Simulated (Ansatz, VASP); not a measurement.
**Two plane-wave programs on NaCl**

```
Na Cl
1.0
     0.00000    2.84709    2.84709
     2.84709    0.00000    2.84709
     2.84709    2.84709    0.00000
Na Cl
1 1
Direct
  0.00000 0.00000 0.00000
  0.50000 0.50000 0.50000
```

Alike in both runs: functional PBE; k mesh 8 × 8 × 8; occupations gaussian, width 0.02 eV; no spin polarisation.

Ansatz relaxed the structure, and its values are those at the end. VASP's run is a single point on that final structure, the one shown.

```csv
,VASP,Ansatz
version,VASP 6.6.1,Ansatz 0.2.0
potentials or method,"VASP PAW PBE potentials, release 64 (Na_pv, Cl)","scalar-relativistic, plane waves, PAW"
plane-wave cutoff (eV),520,420
valence electrons in the cell,14,16
```

|  | VASP | Ansatz | Ansatz less VASP |
| --- | --- | --- | --- |
| gap on the k mesh at the Fermi level (eV) | 5.00 | 5.00 | 0.000 |
| least direct gap on the mesh (eV) | 5.00 | 5.00 | 0.000 |
| pressure (GPa) | 0.0 | 0.0 | +0.03 |

The two sets of potentials don't hold the same shells in valence.

A k mesh can miss the band edges.
